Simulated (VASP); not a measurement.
The system is Pr.

```
Pr
1.0
     0.00000    2.58050    2.58050
     2.58050    0.00000    2.58050
     2.58050    2.58050    0.00000
Pr
1
Direct
  0.00000 0.00000 0.00000
```

This isn't the form of Pr at room conditions, which is double hcp.

Base run:

* Program: VASP 6.6.1
* Functional: PBE
* Potentials or basis: VASP PAW PBE potentials, release 64 (Pr_3), 4f in core
* Cutoff: 600 eV
* k mesh: 9 × 9 × 9
* Occupations: gaussian, width 0.02 eV
* Spin: collinear spin, ferromagnetic start
* Starting moments: [2.0] μB

Its results: band gap on the k mesh none (metal or under the smearing width); pressure 2.2 GPa; net moment 0.00 μB per cell.

The run is repeated on the same cell with these changes: potentials or basis from VASP PAW PBE potentials, release 64 (Pr_3), 4f in core to VASP PAW PBE potentials, release 64 (Pr); cutoff from 600 eV to 520 eV; further incar settings from ALGO = Fast; EDIFF = 1e-06; NBANDS = 16 to ALGO = Normal; EDIFF = 1e-06; valence electrons from 11 to 13. What comes out?

Band gap on the k mesh none (metal or under the smearing width); pressure -0.7 GPa; net moment 2.68 μB per cell; site moments Pr +2.19 μB.

Caveats: the magnetic or orbital state may not be the lowest; spin-orbit coupling is left out, which moves the levels of the heavy elements; the 4f electrons are frozen in the core as for a trivalent ion, so they carry no moment and show no levels (some runs).
